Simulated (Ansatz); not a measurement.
Results of PBEsol-D3(BJ) (plane waves, PAW; Ansatz, a program for electronic structure) for α-quartz-type GeO2 (metastable phase).

Numerical settings: plane-wave cutoff 520 eV, 12×12×6 k mesh (along the axes of the cell as run), Fermi–Dirac smearing 0.01 eV, scalar-relativistic PAW data made under PBE.

Response to compression and expansion:

Shape and atoms are relaxed at each volume.

```json
[
 {"V (Å³/atom)": "12.609", "P (GPa)": "1.67", "direct gap at Γ (eV)": "3.460", "smallest gap on the k mesh (eV)": "3.406", "c (Å)": "5.624"},
 {"V (Å³/atom)": "12.872", "P (GPa)": "0.79", "direct gap at Γ (eV)": "3.449", "smallest gap on the k mesh (eV)": "3.403", "c (Å)": "5.641"},
 {"V (Å³/atom)": "13.135", "P (GPa)": "0.00", "direct gap at Γ (eV)": "3.438", "smallest gap on the k mesh (eV)": "3.395", "c (Å)": "5.659"},
 {"V (Å³/atom)": "13.397", "P (GPa)": "-0.73", "direct gap at Γ (eV)": "3.427", "smallest gap on the k mesh (eV)": "3.380", "c (Å)": "5.677"},
 {"V (Å³/atom)": "13.660", "P (GPa)": "-1.41", "direct gap at Γ (eV)": "3.415", "smallest gap on the k mesh (eV)": "3.360", "c (Å)": "5.695"}
]
```

A straight line through the gaps at Γ against ln V gives a volume deformation potential dE_g(Γ)/d ln V of -0.6 eV: the gap at Γ widens under compression.

Note: the bulk modulus comes from volumes at which shape and atoms were relaxed.

Spin–orbit coupling is not included.
